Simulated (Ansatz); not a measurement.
Starting structure of a cell relaxation (symmetry kept):

```
CELL_PARAMETERS angstrom
4.30120 0.00000 0.00000
-2.15060 3.72495 0.00000
0.00000 0.00000 14.18482
ATOMIC_POSITIONS crystal
Sr 0.00000 0.00000 0.00000
Sr 0.33333 0.66667 0.25000
Sr 0.00000 0.00000 0.50000
Sr 0.66667 0.33333 0.75000
```

Computed with DFT PBE, scalar-relativistic, plane waves, PAW in Ansatz 0.2.0.

Plane waves to 420 eV, a k mesh through Γ of 12×12×4 on the computed 4-atom cell and Gaussian smearing (0.10 eV); no spin polarisation.

What does it relax to?

The volume goes down by 1.83 Å³/atom to 54.99 Å³/atom, and the energy falls by 2.1 meV/atom. Final structure:
Space group P6_3/mmc (No. 194). a = 4.263 Å, b = 4.263 Å, c = 13.977 Å, α = 90.00°, β = 90.00°, γ = 120.00°
```
atom site symmetry x y z
  Sr    2a      -3m.  0.0000  0.0000  0.0000
  Sr    2c      -6m2  0.3333  0.6667  0.2500
```

Course of the relaxation (steps run on the plane waves of an earlier cell, and the basis is chosen afresh near the end, so energy and pressure can step there; trial steps that raised the energy were taken back; energies are free energies):

```tsv
step	E − E_final (meV/atom)	P (GPa)	V (Å³/atom)
1	2.1	-0.35	56.82
2	0.9	-0.23	56.16
3	0.0	0.01	54.99
4	0.0	0.01	54.99
```